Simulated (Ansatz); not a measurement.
Input of an Ansatz 0.2.0 run:

The input input.yaml:

```yaml
crystal:
  lattice:
    - [2.7058, 0.0, 0.0]
    - [-1.3529, 2.3432915376, 0.0]
    - [0.0, 0.0, 4.2819]
  atoms:
    - { symbol: Ru, position: [0.6666666667, 0.3333333333, 0.75] }
    - { symbol: Ru, position: [0.3333333333, 0.6666666667, 0.25] }
kpoints:
  mp_grid: { grid: [8, 8, 5] }
scf:
  occupations: { method: fermi_dirac, width: 0.05 }
hamiltonian:
  xc: pbesol
  pseudopotentials: { kind: all_electron, lapw: { basis_error: 0.001 } }
output:
  forces: true
  stress: true
elastic:
  mode: relaxed_ion
  stencil: two_point
```

Potentials or basis: all-electron LAPW, scalar-relativistic.

Command:

```sh
$ ansatz run input.yaml --threads 1 --pin off --max-ram 3072MiB --backend cpu --events-out ev --progress --plain --runs-dir out
```

**Question.** Estimate the Voigt bulk modulus.

**Answer.** 316 GPa.

**Question.** Estimate the band gap on the k mesh.

**Answer.** None (metal or under the smearing width).

**Question.** Predict the pressure.

**Answer.** -6.7 GPa.

Elastic tensor in Voigt notation (GPa, in the Cartesian axes of the cell as first typed):
```
585 183 163   0   0   0
183 585 163   0   0   0
162 162 658   0   0   0
  0   0   0 203   0   0
  0   0   0   0 203   0
  0   0   0   0   0 201
```

Caveat: a metal's response needs a denser mesh; the cell is more than 3 GPa from zero pressure, which shifts response properties; elastic constants of metals need much finer meshes, so these are rough.
